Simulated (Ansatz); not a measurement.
# AlN (P6_3mc): the host for defect calculations, part 2 of 3

Before any defect goes in: AlN (P6_3mc) at rest, and how it screens a charge.

Ansatz 0.2.0; plane-wave PAW DFT, PBEsol; relaxation of the host's cell and atoms; PAW set soft_1 (the session's first sound run).

So far. Step 3 (Dielectric tensors of the host): The principal values of the electronic dielectric tensor are 4.50, 4.50 and 4.73. The principal values of the static dielectric tensor are 8.20, 8.20 and 9.74.

**4. Defect free supercell relaxed in its symmetry**

This cell, the one that will hold the defects, is built from the relaxed host. Its coarser k-points can move the atoms a little, so it is relaxed from the symmetric sites, as the reference for the test of stability.

This step: plane-wave PAW DFT, PBEsol; relaxation of the defect-free supercell in its symmetry; PAW set soft_1 (Ansatz 0.2.0).

System of this step: AlN (P6_3mc). The cell holds 128 atoms: 64 Al and 64 N. Its edges and angles: a = 14.686 Å, b = 14.686 Å, c = 11.753 Å, α = 125.1°, β = 125.1°, γ = 94.5°.

pristine.symmetric/input.yaml reads:

```yaml
crystal:
  lattice:
    - [-9.3408221251, 5.3929260535, 9.9673535922]
    - [9.3408221251, -5.3929260535, 9.9673535922]
    - [3.1136073087, 5.3929261684, -9.9673535922]
  atoms:
    - { symbol: Al, position: [0.2080918742, 0.0414252076, 0.0] }
    - { symbol: Al, position: [0.2080918742, 0.2914252076, 0.25] }
    - { symbol: Al, position: [0.4580918742, 0.0414252076, 0.25] }
    - { symbol: Al, position: [0.4580918742, 0.2914252076, 0.0] }
    - { symbol: Al, position: [0.1664252076, 0.0830918742, 0.25] }
    - { symbol: Al, position: [0.1664252076, 0.3330918742, 0.0] }
    - { symbol: Al, position: [0.4164252076, 0.0830918742, 0.0] }
    - { symbol: Al, position: [0.4164252076, 0.3330918742, 0.25] }
    - { symbol: "N", position: [0.0535747924, 0.1369081258, 0.25] }
    - { symbol: "N", position: [0.0535747924, 0.3869081258, 0.0] }
    - { symbol: "N", position: [0.3035747924, 0.1369081258, 0.0] }
    - { symbol: "N", position: [0.3035747924, 0.3869081258, 0.25] }
    - { symbol: "N", position: [0.0119081258, 0.1785747924, 0.0] }
    - { symbol: "N", position: [0.0119081258, 0.4285747924, 0.25] }
    - { symbol: "N", position: [0.2619081258, 0.1785747924, 0.25] }
    - { symbol: "N", position: [0.2619081258, 0.4285747924, 0.0] }
    - { symbol: Al, position: [0.2080918742, 0.0414252076, 0.5] }
    - { symbol: Al, position: [0.2080918742, 0.2914252076, 0.75] }
    - { symbol: Al, position: [0.4580918742, 0.0414252076, 0.75] }
    - { symbol: Al, position: [0.4580918742, 0.2914252076, 0.5] }
    - { symbol: Al, position: [0.1664252076, 0.0830918742, 0.75] }
    - { symbol: Al, position: [0.1664252076, 0.3330918742, 0.5] }
    - { symbol: Al, position: [0.4164252076, 0.0830918742, 0.5] }
    - { symbol: Al, position: [0.4164252076, 0.3330918742, 0.75] }
    - { symbol: "N", position: [0.0535747924, 0.1369081258, 0.75] }
    - { symbol: "N", position: [0.0535747924, 0.3869081258, 0.5] }
    - { symbol: "N", position: [0.3035747924, 0.1369081258, 0.5] }
    - { symbol: "N", position: [0.3035747924, 0.3869081258, 0.75] }
    - { symbol: "N", position: [0.0119081258, 0.1785747924, 0.5] }
    - { symbol: "N", position: [0.0119081258, 0.4285747924, 0.75] }
    - { symbol: "N", position: [0.2619081258, 0.1785747924, 0.75] }
    - { symbol: "N", position: [0.2619081258, 0.4285747924, 0.5] }
    - { symbol: Al, position: [0.2080918742, 0.5414252076, 0.0] }
    - { symbol: Al, position: [0.2080918742, 0.7914252076, 0.25] }
    - { symbol: Al, position: [0.4580918742, 0.5414252076, 0.25] }
    - { symbol: Al, position: [0.4580918742, 0.7914252076, 0.0] }
    - { symbol: Al, position: [0.1664252076, 0.5830918742, 0.25] }
    - { symbol: Al, position: [0.1664252076, 0.8330918742, 0.0] }
    - { symbol: Al, position: [0.4164252076, 0.5830918742, 0.0] }
    - { symbol: Al, position: [0.4164252076, 0.8330918742, 0.25] }
    - { symbol: "N", position: [0.0535747924, 0.6369081258, 0.25] }
    - { symbol: "N", position: [0.0535747924, 0.8869081258, 0.0] }
    - { symbol: "N", position: [0.3035747924, 0.6369081258, 0.0] }
    - { symbol: "N", position: [0.3035747924, 0.8869081258, 0.25] }
    - { symbol: "N", position: [0.0119081258, 0.6785747924, 0.0] }
    - { symbol: "N", position: [0.0119081258, 0.9285747924, 0.25] }
    - { symbol: "N", position: [0.2619081258, 0.6785747924, 0.25] }
    - { symbol: "N", position: [0.2619081258, 0.9285747924, 0.0] }
    - { symbol: Al, position: [0.2080918742, 0.5414252076, 0.5] }
    - { symbol: Al, position: [0.2080918742, 0.7914252076, 0.75] }
    - { symbol: Al, position: [0.4580918742, 0.5414252076, 0.75] }
    - { symbol: Al, position: [0.4580918742, 0.7914252076, 0.5] }
    - { symbol: Al, position: [0.1664252076, 0.5830918742, 0.75] }
    - { symbol: Al, position: [0.1664252076, 0.8330918742, 0.5] }
    - { symbol: Al, position: [0.4164252076, 0.5830918742, 0.5] }
    - { symbol: Al, position: [0.4164252076, 0.8330918742, 0.75] }
    - { symbol: "N", position: [0.0535747924, 0.6369081258, 0.75] }
    - { symbol: "N", position: [0.0535747924, 0.8869081258, 0.5] }
    - { symbol: "N", position: [0.3035747924, 0.6369081258, 0.5] }
    - { symbol: "N", position: [0.3035747924, 0.8869081258, 0.75] }
    - { symbol: "N", position: [0.0119081258, 0.6785747924, 0.5] }
    - { symbol: "N", position: [0.0119081258, 0.9285747924, 0.75] }
    - { symbol: "N", position: [0.2619081258, 0.6785747924, 0.75] }
    - { symbol: "N", position: [0.2619081258, 0.9285747924, 0.5] }
    - { symbol: Al, position: [0.7080918742, 0.0414252076, 0.0] }
    - { symbol: Al, position: [0.7080918742, 0.2914252076, 0.25] }
    - { symbol: Al, position: [0.9580918742, 0.0414252076, 0.25] }
    - { symbol: Al, position: [0.9580918742, 0.2914252076, 0.0] }
    - { symbol: Al, position: [0.6664252076, 0.0830918742, 0.25] }
    - { symbol: Al, position: [0.6664252076, 0.3330918742, 0.0] }
    - { symbol: Al, position: [0.9164252076, 0.0830918742, 0.0] }
    - { symbol: Al, position: [0.9164252076, 0.3330918742, 0.25] }
    - { symbol: "N", position: [0.5535747924, 0.1369081258, 0.25] }
    - { symbol: "N", position: [0.5535747924, 0.3869081258, 0.0] }
    - { symbol: "N", position: [0.8035747924, 0.1369081258, 0.0] }
    - { symbol: "N", position: [0.8035747924, 0.3869081258, 0.25] }
    - { symbol: "N", position: [0.5119081258, 0.1785747924, 0.0] }
    - { symbol: "N", position: [0.5119081258, 0.4285747924, 0.25] }
    - { symbol: "N", position: [0.7619081258, 0.1785747924, 0.25] }
    - { symbol: "N", position: [0.7619081258, 0.4285747924, 0.0] }
    - { symbol: Al, position: [0.7080918742, 0.0414252076, 0.5] }
    - { symbol: Al, position: [0.7080918742, 0.2914252076, 0.75] }
    - { symbol: Al, position: [0.9580918742, 0.0414252076, 0.75] }
    - { symbol: Al, position: [0.9580918742, 0.2914252076, 0.5] }
    - { symbol: Al, position: [0.6664252076, 0.0830918742, 0.75] }
    - { symbol: Al, position: [0.6664252076, 0.3330918742, 0.5] }
    - { symbol: Al, position: [0.9164252076, 0.0830918742, 0.5] }
    - { symbol: Al, position: [0.9164252076, 0.3330918742, 0.75] }
    - { symbol: "N", position: [0.5535747924, 0.1369081258, 0.75] }
    - { symbol: "N", position: [0.5535747924, 0.3869081258, 0.5] }
    - { symbol: "N", position: [0.8035747924, 0.1369081258, 0.5] }
    - { symbol: "N", position: [0.8035747924, 0.3869081258, 0.75] }
    - { symbol: "N", position: [0.5119081258, 0.1785747924, 0.5] }
    - { symbol: "N", position: [0.5119081258, 0.4285747924, 0.75] }
    - { symbol: "N", position: [0.7619081258, 0.1785747924, 0.75] }
    - { symbol: "N", position: [0.7619081258, 0.4285747924, 0.5] }
    - { symbol: Al, position: [0.7080918742, 0.5414252076, 0.0] }
    - { symbol: Al, position: [0.7080918742, 0.7914252076, 0.25] }
    - { symbol: Al, position: [0.9580918742, 0.5414252076, 0.25] }
    - { symbol: Al, position: [0.9580918742, 0.7914252076, 0.0] }
    - { symbol: Al, position: [0.6664252076, 0.5830918742, 0.25] }
    - { symbol: Al, position: [0.6664252076, 0.8330918742, 0.0] }
    - { symbol: Al, position: [0.9164252076, 0.5830918742, 0.0] }
    - { symbol: Al, position: [0.9164252076, 0.8330918742, 0.25] }
    - { symbol: "N", position: [0.5535747924, 0.6369081258, 0.25] }
    - { symbol: "N", position: [0.5535747924, 0.8869081258, 0.0] }
    - { symbol: "N", position: [0.8035747924, 0.6369081258, 0.0] }
    - { symbol: "N", position: [0.8035747924, 0.8869081258, 0.25] }
    - { symbol: "N", position: [0.5119081258, 0.6785747924, 0.0] }
    - { symbol: "N", position: [0.5119081258, 0.9285747924, 0.25] }
    - { symbol: "N", position: [0.7619081258, 0.6785747924, 0.25] }
    - { symbol: "N", position: [0.7619081258, 0.9285747924, 0.0] }
    - { symbol: Al, position: [0.7080918742, 0.5414252076, 0.5] }
    - { symbol: Al, position: [0.7080918742, 0.7914252076, 0.75] }
    - { symbol: Al, position: [0.9580918742, 0.5414252076, 0.75] }
    - { symbol: Al, position: [0.9580918742, 0.7914252076, 0.5] }
    - { symbol: Al, position: [0.6664252076, 0.5830918742, 0.75] }
    - { symbol: Al, position: [0.6664252076, 0.8330918742, 0.5] }
    - { symbol: Al, position: [0.9164252076, 0.5830918742, 0.5] }
    - { symbol: Al, position: [0.9164252076, 0.8330918742, 0.75] }
    - { symbol: "N", position: [0.5535747924, 0.6369081258, 0.75] }
    - { symbol: "N", position: [0.5535747924, 0.8869081258, 0.5] }
    - { symbol: "N", position: [0.8035747924, 0.6369081258, 0.5] }
    - { symbol: "N", position: [0.8035747924, 0.8869081258, 0.75] }
    - { symbol: "N", position: [0.5119081258, 0.6785747924, 0.5] }
    - { symbol: "N", position: [0.5119081258, 0.9285747924, 0.75] }
    - { symbol: "N", position: [0.7619081258, 0.6785747924, 0.75] }
    - { symbol: "N", position: [0.7619081258, 0.9285747924, 0.5] }
basis:
  ecutwfc: 420
  xc_grid: 2
hamiltonian:
  xc: pbesol
  pseudopotentials: { kind: paw, azcp: { folder: soft_1 }, xc_functional: pbe }
kpoints:
  mp_grid: { grid: [1, 1, 1] }
scf:
  occupations: { method: fermi_dirac, width: 0.01 }
  max_iter: 100
  lower_state_search: "off"
output:
  forces: true
relax:
  f_tol: 0.015
  max_steps: 60
  escape_saddle: false
checkpoint:
  write: "../pristine.symmetric.run"
  compress: false
  write_wavefunctions: false
  write_every: 100000
```

Launch:

```sh
ansatz run input.yaml --threads 32 --pin off --max-ram 84787MiB --backend cuda --events-out ev --progress --plain --runs-dir out --max-vram 78GiB
```

Numbers of over 12 decimals in the logs are rounded to 6 here.

Output:

```text
[...]
device memory: the entry about to start is reckoned to put 3.9 GiB on a device that reports 174.4 GiB free (of which the cap on the GPU budget leaves the run 78.0 GiB)
GPU FFT provider: cuFFT
GPU libraries: cuBLAS 13.8.1, cuFFT 12.4.0, cuSOLVER 12.3.2
GPU matrix products: emulated (plane waves: as basis.precision tells), large ones in fixed point in workspaces of 1.00 GiB
Crystal: 128 atoms, lattice volume = 1338.931 Å³
Basis set: ecut = 420 eV, 26161 PW (Γ), exchange–correlation on 200×200×160 points (8 copies of the dense FFT grid, shifted against one another)
Bands: 384, of which v1, the nominal top of the filled ones, is band 256 counted from 1 (255 counted from 0)
Symmetry: 128 space group operations
[...]
k-points: 1
[...]
GPU buffer pool allocated for 800000 grid points (all kernels)
GPU transforms: local potential and band sums: pruned to the plane-wave sphere, on 100×100×80
[...]
SCF iter   1: F=—  HF=-58067.939408 eV  |Δ(HF+E_count)|=         —  Δρ=1.31e-1  dr2=2.81e2  Hψ=1704
[...]
SCF iter   7: F=-57980.541176 eV  HF=-57980.541176 eV  |Δ(HF+E_count)|=   7.77e-6  Δρ=4.87e-6  dr2=2.40e-7  Hψ=900
SCF 1 converged in 7 iterations: F = -57980.541176 eV  dr2 = 2.40e-7
[...]
relax step   1: F+E_penalty+E_count = -57980.54117604 eV  Δ(F+E_penalty+E_count) = +0.000e0 eV  max|allowed force component| = 1.549e-2 eV/Å  Δτ_max = 0.0000 Å  (7 SCF iters, dr2 threshold 5.63e-6 eV, accepted)
[...]
SCF iter   6: F=-57980.542222 eV  HF=-57980.542222 eV  |Δ(HF+E_count)|=  6.40e-10  Δρ=5.66e-8  dr2=3.00e-11  Hψ=651
SCF 2 converged in 6 iterations: F = -57980.542222 eV  dr2 = 3.00e-11
relax step   2: F+E_penalty+E_count = -57980.54222247 eV  Δ(F+E_penalty+E_count) = -1.046e-3 eV  max|allowed force component| = 1.057e-2 eV/Å  Δτ_max = 0.0013 Å  (6 SCF iters, accepted)
SCF converged after 6 iterations
Free energy (F): -57980.542222 eV
[...]
Internal energy: -57980.542222 eV  (E = F + TS)
E sigma→0 (E₀):  -57980.542222 eV
Fermi energy:    9.092940 eV
[...]
--- Forces (eV/Å), atoms counted from 1 ---
  atom   1  Al    -0.00464506     0.00268183    -0.01056901
  atom   2  Al    -0.00464506     0.00268183    -0.01056901
  atom   3  Al    -0.00464506     0.00268183    -0.01056901
  atom   4  Al    -0.00464506     0.00268183    -0.01056901
  atom   5  Al     0.00464506    -0.00268183    -0.01056901
  atom   6  Al     0.00464506    -0.00268183    -0.01056901
  [... 122 more lines of this table ...]
  max |Σ_I F_I| component: 2.20e-6 eV/Å
--- Relaxed structure (2 steps of the walk, 2 accepted, 0 SCFs on fresh bases) ---
  F+E_penalty+E_count = -57980.54222247 eV   max|allowed force component| = 1.057e-2 eV/Å
  atoms:
    - { symbol: Al, position: [0.208036, 0.041466, -2.7755575615628914e-17] }
    - { symbol: Al, position: [0.208036, 0.291466, 0.250000] }
    - { symbol: Al, position: [0.458036, 0.041466, 0.250000] }
    - { symbol: Al, position: [0.458036, 0.291466, -6.938893903907228e-17] }
    - { symbol: Al, position: [0.166466, 0.083036, 0.250000] }
    - { symbol: Al, position: [0.166466, 0.333036, 2.7755575615628914e-17] }
  [... 122 more lines of this table ...]
```

Elapsed: 2.1 s, on 1 × NVIDIA GB200 with 32 threads of Arm Neoverse V2, shared host; peak memory 1.2 GiB.

No atom moved by 0.005 Å in the relaxation.

**5. Defect free supercell relaxed from displaced atoms**

This step: plane-wave PAW DFT, PBEsol; relaxation of the defect-free supercell from random displacements, a test of the host's stability; PAW set soft_1 (Ansatz 0.2.0).

pristine.rattled/input.yaml, as its differences from pristine.symmetric/input.yaml of step 4:

```diff
@@ -150,6 +150,6 @@
   f_tol: 0.015
-  max_steps: 60
-  escape_saddle: false
+  max_steps: 120
+  random_displacement: { amplitude: 0.06, seed: 6417 }
 checkpoint:
-  write: "../pristine.symmetric.run"
+  write: "../pristine.rattled.run"
   compress: false
```

Output:

```text
[...]
Crystal: 128 atoms, lattice volume = 1338.931 Å³
Basis set: ecut = 420 eV, 26161 PW (Γ), exchange–correlation on 200×200×160 points (8 copies of the dense FFT grid, shifted against one another)
Bands: 384, of which v1, the nominal top of the filled ones, is band 256 counted from 1 (255 counted from 0)
Symmetry: 1 space group operations
k-points: 1
[...]
SCF iter   1: F=—  HF=-58064.562815 eV  |Δ(HF+E_count)|=         —  Δρ=1.32e-1  dr2=2.85e2  Hψ=1657
[...]
SCF iter   2: F=—  HF=-57980.562937 eV  |Δ(HF+E_count)|=    8.40e1  Δρ=4.53e-2  dr2=1.56e1  Hψ=884
[...]
SCF iter   7: F=-57975.937890 eV  HF=-57975.937891 eV  |Δ(HF+E_count)|=   3.80e-7  Δρ=1.40e-5  dr2=2.41e-6  Hψ=1151
SCF 1 converged in 7 iterations: F = -57975.937890 eV  dr2 = 2.41e-6
[...]
relax step   1: F+E_penalty+E_count = -57975.93789023 eV  Δ(F+E_penalty+E_count) = +0.000e0 eV  max|allowed force component| = 2.059e0 eV/Å  Δτ_max = 0.0000 Å  (7 SCF iters, dr2 threshold 5.63e-6 eV, accepted)
[...]
relax step   2: F+E_penalty+E_count = -57979.13180591 eV  Δ(F+E_penalty+E_count) = -3.194e0 eV  max|allowed force component| = 1.179e0 eV/Å  Δτ_max = 0.0593 Å  (6 SCF iters, dr2 threshold 1.00e-4 eV, accepted)
relax step   3: F+E_penalty+E_count = -57980.54218390 eV  Δ(F+E_penalty+E_count) = -1.410e0 eV  max|allowed force component| = 2.984e-2 eV/Å  Δτ_max = 0.0545 Å  (5 SCF iters, dr2 threshold 8.68e-5 eV, accepted)
relax step   4: F+E_penalty+E_count = -57980.54219811 eV  Δ(F+E_penalty+E_count) = -1.422e-5 eV  max|allowed force component| = 2.970e-2 eV/Å  Δτ_max = 0.0000 Å  (4 SCF iters, accepted)
[...]
SCF iter   1: F=—  HF=-57980.543172 eV  |Δ(HF+E_count)|=         —  Δρ=1.47e-4  dr2=3.26e-4  Hψ=691
[...]
SCF iter   5: F=-57980.542655 eV  HF=-57980.542655 eV  |Δ(HF+E_count)|=   5.64e-8  Δρ=1.77e-6  dr2=4.62e-8  Hψ=900
SCF 5 converged in 5 iterations: F = -57980.542655 eV  dr2 = 4.62e-8
[...]
relax step   5: F+E_penalty+E_count = -57980.54265481 eV  Δ(F+E_penalty+E_count) = -4.567e-4 eV  max|allowed force component| = 6.615e-3 eV/Å  Δτ_max = 0.0021 Å  (5 SCF iters, accepted)
SCF converged after 5 iterations
Free energy (F): -57980.542655 eV
[...]
Internal energy: -57980.542655 eV  (E = F + TS)
E sigma→0 (E₀):  -57980.542655 eV
Fermi energy:    9.094380 eV
[...]
--- Forces (eV/Å), atoms counted from 1 ---
  atom   1  Al     0.00358453     0.00122190     0.00356670
  atom   2  Al    -0.00209793     0.00307956     0.00281505
  atom   3  Al     0.00223181     0.00003968    -0.00039587
  atom   4  Al    -0.00180797    -0.00008696     0.00497903
  atom   5  Al     0.00243886     0.00257804     0.00226141
  atom   6  Al    -0.00008807     0.00277848    -0.00086750
  [... 122 more lines of this table ...]
  max |Σ_I F_I| component: 5.58e-6 eV/Å
--- Relaxed structure (5 steps of the walk, 5 accepted, 0 SCFs on fresh bases) ---
  F+E_penalty+E_count = -57980.54265481 eV   max|allowed force component| = 6.615e-3 eV/Å
  atoms:
    - { symbol: Al, position: [0.208028, 0.041475, -6.142631065630955e-6] }
    - { symbol: Al, position: [0.208021, 0.291509, 0.250014] }
    - { symbol: Al, position: [0.458043, 0.041480, 0.249996] }
    - { symbol: Al, position: [0.458029, 0.291494, 2.82924682397101e-5] }
    - { symbol: Al, position: [0.166470, 0.083043, 0.249989] }
    - { symbol: Al, position: [0.166469, 0.333040, -1.839063077900549e-5] }
  [... 122 more lines of this table ...]
```

Wall time 3.6 s (1 × NVIDIA GB200 with 32 threads); peak memory 1.2 GiB.

The steps of the relaxation:

| step | energy less that of the first step (eV) | largest force component (eV/Å) |
| --- | --- | --- |
| 1 | 0.0000 | 2.0585 |
| 2 | -3.1939 | 1.1788 |
| 3 | -4.6043 | 0.0298 |
| 4 | -4.6043 | 0.0297 |
| 5 | -4.6048 | 0.0066 |

The relaxation ends 36 meV an atom lower than the displaced start, with a largest force component of 0.0066 eV/Å.

**6. Host on a dense mesh**

This step: plane-wave PAW DFT, PBEsol; single point of the defect-free host, a test of the k-point sampling; PAW set soft_1 (Ansatz 0.2.0).

System of this step: AlN (P6_3mc). It takes space group P6_3mc (No. 186, hexagonal). The conventional cell has a = 3.114 Å, b = 3.114 Å, c = 4.984 Å, α = 90.00°, β = 90.00°, γ = 120.00°. Nearest to Al lie 4 N at 1.89 to 1.90 Å. N has 4 Al at 1.89 to 1.90 Å nearest. Farther neighbours and most contacts between anions are not listed.

dense/input.yaml reads:

```yaml
crystal:
  lattice:
    - [3.1136073585, 2.87e-08, 0.0]
    - [-1.5568037041, 2.6964630555, 0.0]
    - [0.0, 0.0, 4.9836767961]
  atoms:
    - { symbol: Al, position: [0.6666666667, 0.3333333333, 0.4990341637] }
    - { symbol: Al, position: [0.3333333333, 0.6666666667, 0.9990341637] }
    - { symbol: "N", position: [0.6666666667, 0.3333333333, 0.8809658363] }
    - { symbol: "N", position: [0.3333333333, 0.6666666667, 0.3809658363] }
basis:
  ecutwfc: 420
  xc_grid: 2
hamiltonian:
  xc: pbesol
  pseudopotentials: { kind: paw, azcp: { folder: soft_1 }, xc_functional: pbe }
kpoints:
  mp_grid: { grid: [10, 10, 6] }
scf:
  occupations: { method: fermi_dirac, width: 0.01 }
  max_iter: 100
  lower_state_search: "off"
checkpoint:
  write: "../dense.run"
  compress: false
  write_wavefunctions: false
  write_every: 100000
```

Output:

```text
[...]
GPU FFT provider: cuFFT
GPU libraries: cuBLAS 13.8.1, cuFFT 12.4.0, cuSOLVER 12.3.2
[...]
Crystal: 4 atoms, lattice volume = 41.842 Å³
Basis set: ecut = 420 eV, 809 PW (Γ), exchange–correlation on 48×48×72 points (8 copies of the dense FFT grid, shifted against one another)
Bands: 12, of which v1, the nominal top of the filled ones, is band 8 counted from 1 (7 counted from 0)
Symmetry: 12 space group operations
[...]
k-points: 56 of 600 (time reversal used)
[...]
GPU buffer pool allocated for 20736 grid points (all kernels)
[...]
SCF iter   1: F=—  HF=-1814.635047 eV  |Δ(HF+E_count)|=         —  Δρ=1.30e-1  dr2=8.74e0  Hψ=4193
[...]
SCF iter   6: F=-1811.925428 eV  HF=-1811.925428 eV  |Δ(HF+E_count)|=   6.65e-8  Δρ=5.92e-6  dr2=1.40e-8  Hψ=1355
SCF 1 converged in 6 iterations: F = -1811.925428 eV  dr2 = 1.40e-8
[...]
SCF converged after 6 iterations
Free energy (F): -1811.925428 eV
[...]
Internal energy: -1811.925428 eV  (E = F + TS)
E sigma→0 (E₀):  -1811.925428 eV
Fermi energy:    9.081922 eV
[...]
```

Elapsed: 0.96 s, on 1 × NVIDIA GB200 with 32 threads; peak memory 0.92 GiB.

[end of part 2 of 3]

[Logs are printed without paths, hosts, clocks, repeated set-up lines and the standing remarks that a program may print on its own settings, such as how far it seeks lower states.]

[Hosts, paths, dates, database ids (printed as entryN), source tags and the programs' standing remarks are cut or masked in the printed files.]

[Runs of the host that timed out are not shown.]

[For some hosts the program warned that the k-mesh of the response run may be too coarse for force constants and the static dielectric constant; such warnings are not always shown.]
